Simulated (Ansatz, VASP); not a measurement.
**Two plane-wave programs on Ba**

The input POSCAR:

```
Ba
1.0
    3.8745781693      0.0000000000      0.0000000000
    0.0000000000      3.8745781693      0.0000000000
    0.0000000000      0.0000000000      3.8420704231
Ba
1
Direct
    0.5000000000      0.5000000000      0.5000000000
```

INCAR.step1

```
ALGO     = Normal         # electronic algorithm
EDIFF    = 1E-4           # SCF threshold, eV
ENCUT    = 520            # plane-wave cutoff, eV
GGA      = PE             # functional
ISMEAR   = 0              # smearing method
LASPH    = T              # aspherical terms in the spheres
LCHARG   = F              # write CHGCAR
LREAL    = F              # projectors in reciprocal space
LWAVE    = T              # write WAVECAR
NBANDS   = 11             # bands
NELM     = 100            # most SCF steps
PREC     = Accurate       # precision mode
SIGMA    = 0.15           # smearing width, eV
```

File INCAR.step2:

```
ALGO     = Normal         # electronic algorithm
EDIFF    = 1E-6           # SCF threshold, eV
ENCUT    = 520            # plane-wave cutoff, eV
ISIF     = 2              # what is computed and relaxed
ISMEAR   = 0              # smearing method
ISTART   = 1            
LASPH    = T              # aspherical terms in the spheres
LCHARG   = T              # write CHGCAR
LELF     = T              # ELF
LMIXTAU  = T            
LREAL    = F              # projectors in reciprocal space
LVHAR    = T            
LWAVE    = F              # write WAVECAR
METAGGA  = R2SCAN         # meta-GGA
NBANDS   = 11             # bands
NELM     = 100            # most SCF steps
PREC     = Accurate       # precision mode
SIGMA    = 0.15           # smearing width, eV
```

KPOINTS

```
k-points
0
Gamma
  14 14 14
```

Input for Ansatz:

```yaml
crystal:
  lattice:
    - [3.8745781693, 0.0, 0.0]
    - [0.0, 3.8745781693, 0.0]
    - [0.0, 0.0, 3.8420704231]
  atoms:
    - { symbol: Ba, position: [0.5, 0.5, 0.5] }
basis:
  ecutwfc: 500
kpoints:
  mp_grid: { grid: [14, 14, 14] }
hamiltonian:
  xc: r2scan
scf:
  occupations: { method: gaussian, width: 0.15 }
output:
  forces: true
  stress: true
  eigenvalues: true
```

Alike in both runs: task single point; functional r2SCAN; k mesh 14 × 14 × 14; occupations gaussian, width 0.15 eV; no spin polarisation.

```csv
,VASP,Ansatz
version,VASP 6.6.1,Ansatz 0.2.0
potentials or method,"VASP PAW PBE potentials, release 64 (Ba_sv)","scalar-relativistic, plane waves, PAW"
plane-wave cutoff (eV),520,500
valence electrons in the cell,10,10
```

|  | VASP | Ansatz | Ansatz less VASP |
| --- | --- | --- | --- |
| gap on the k mesh at the Fermi level (eV) | none | none | - |
| pressure (GPa) | 0.5 | 0.3 | -0.21 |
| largest component of the traceless stress (GPa) | 0.20 | 0.19 | -0.011 |

A gap of «none» marks a metal or a gap that the smearing closes.

Caveats: the PAW data sets were made with another functional, which shifts forces and pressure a little (VASP). The runs have no spin-orbit coupling, so splittings on Ba are missing.
